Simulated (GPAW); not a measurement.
Write an ASE script for GPAW 26.7.0 that does the following.

```
Task                : relaxation of cell and atoms
Functional          : PBEsol
Potentials or basis : PAW data sets generated in the run's folder for this functional
Cutoff              : 600 eV
Basis               : pw
k mesh              : 8 × 8 × 8
Occupations         : fermi-dirac, width 0.05 eV
Spin                : no spin polarisation
Target pressure     : 2 GPa
Maxiter             : 150
Optimizer           : BFGS
Fmax                : 0.02 eV/Å
Max steps           : 60
Target pressure     : 2 GPa
Convergence         : density=1e-05 forces=0.0001
```

Ge:

```
CELL_PARAMETERS angstrom
0.00000 2.82891 2.82891
2.82891 0.00000 2.82891
2.82891 2.82891 0.00000
ATOMIC_POSITIONS crystal
Ge 0.75000 0.75000 0.75000
Ge 0.50000 0.50000 0.50000
```

The input as run:

run.py

```python
from ase import Atoms
from ase.filters import FrechetCellFilter
from ase.io import write
from ase.optimize import BFGS
from ase.units import GPa
from gpaw import GPAW, PW, setup_paths

setup_paths.insert(0, '.')

atoms = Atoms(['Ge', 'Ge'],
              cell=[[0.0, 2.82891, 2.82891],
                    [2.82891, 0.0, 2.82891],
                    [2.82891, 2.82891, 0.0]],
              scaled_positions=[[0.75, 0.75, 0.75],
                                [0.5, 0.5, 0.5]],
              pbc=True)

calc = GPAW(mode=PW(600),
            xc='PBEsol',
            kpts={'size': (8, 8, 8), 'gamma': True},
            occupations={'name': 'fermi-dirac', 'width': 0.05},
            nbands=11,
            convergence={'density': 1e-05, 'forces': 0.0001},
            maxiter=150,
            txt='gpaw.txt')
atoms.calc = calc
opt = BFGS(FrechetCellFilter(atoms, scalar_pressure=2 * GPa), trajectory='relax.traj', logfile='-')
done = opt.run(fmax=0.02, steps=60)
calc.write('gs.gpw')
write('result.traj', atoms)
print('Converged:', done)
print('Cell:', atoms.cell.cellpar().round(4))
print('Volume:', round(atoms.get_volume(), 4))
print(atoms.get_scaled_positions().round(5))
```

Potentials or basis: PAW data sets generated in the run's folder for this functional, pw.

Command:

```bash
$ gpaw-setup -f PBEsol Ge
$ OMP_NUM_THREADS=1 python run.py
```

Results of the run:

```json
{"Relaxed volume": "22.31 Å³/atom", "Relaxed cell": "a = 3.981 Å, b = 3.981 Å, c = 3.981 Å, α = 60.00°, β = 60.00°, γ = 60.00°", "Space group after relaxing (to 0.05 Å)": "Fd-3m (No. 227)", "Energy change on relaxing (the enthalpy is what falls)": "+3.1 meV/atom", "Ionic steps": "3", "Pressure after relaxing": "2.0 GPa", "Band gap on the k mesh": "0.18 eV, direct"}
```

Caveat: later steps reuse the first step's grids.

Wall time 22 s on 1 thread of Arm Neoverse V2 (shared host), peak memory 0.16 GiB.
